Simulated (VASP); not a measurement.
Write the native input for VASP 6.6.1 that does the following.

| Property | Result |
| --- | --- |
| Task | single point |
| Functional | PBE |
| Potentials or basis | VASP PAW PBE potentials, release 64 (Co, O) |
| Cutoff | 520 eV |
| k mesh | 9 × 9 × 9 |
| Occupations | gaussian, width 0.05 eV |
| Spin | collinear spin, ferromagnetic start |
| Starting moments | [2.0, 0.0] μB |
| Further INCAR settings | ALGO = Normal; EDIFF = 1e-06; NBANDS = 18 |

The structure of CoO lies in POSCAR:

```
CoO
1.0
   -1.5080004400      1.5080004400      2.1072503600
    1.5080004400     -1.5080004400      2.1072503600
    1.5080004400      1.5080004400     -2.1072503600
Co O
1 1
Direct
    0.0000000000      0.0000000000      0.0000000000
    0.5000000000      0.5000000000      0.0000000000
```

These files were run (other wordings do the same):

INCAR

```
SYSTEM = CoO
PREC = Accurate
ENCUT = 520
EDIFF = 1E-6
ISMEAR = 0
SIGMA = 0.05
LREAL = .FALSE.
LASPH = .TRUE.
NELM = 100
ALGO = Normal
ISIF = 2
LWAVE = .FALSE.
LCHARG = .TRUE.
ISPIN = 2
MAGMOM = 2 0
LORBIT = 11
LMAXMIX = 4
GGA = PE
LELF = .TRUE.
LVHAR = .TRUE.
NBANDS = 18
```

KPOINTS

```
regular mesh
0
G
  9 9 9
  0 0 0
```

Potentials or basis: VASP PAW PBE potentials, release 64 (Co, O).

Command:

```sh
$ cat potpaw_PBE.64/Co/POTCAR potpaw_PBE.64/O/POTCAR > POTCAR
$ mpirun -np 1 vasp_std > vasp.out
```

Results of the run:

```json
{"Pressure": "-1.1 GPa", "Band gap on the k mesh": "none (metal or under the smearing width)", "Net moment": "2.85 μB per cell", "Site moments": "Co +2.52; O +0.28 μB", "Valence electrons inside the program's atomic spheres": "Co 7.81; O 4.98"}
```

Caveat: a cell with one magnetic atom can't hold antiferromagnetic order, which such compounds often take; semilocal functionals often make such compounds metallic where correlation or magnetic order opens a gap, which also shifts bond lengths.

It took 71 s on 1 thread of Intel(R) Xeon(R) Platinum 8375C CPU @ 2.90GHz (Ice Lake), on a shared host, peak memory 0.17 GiB.
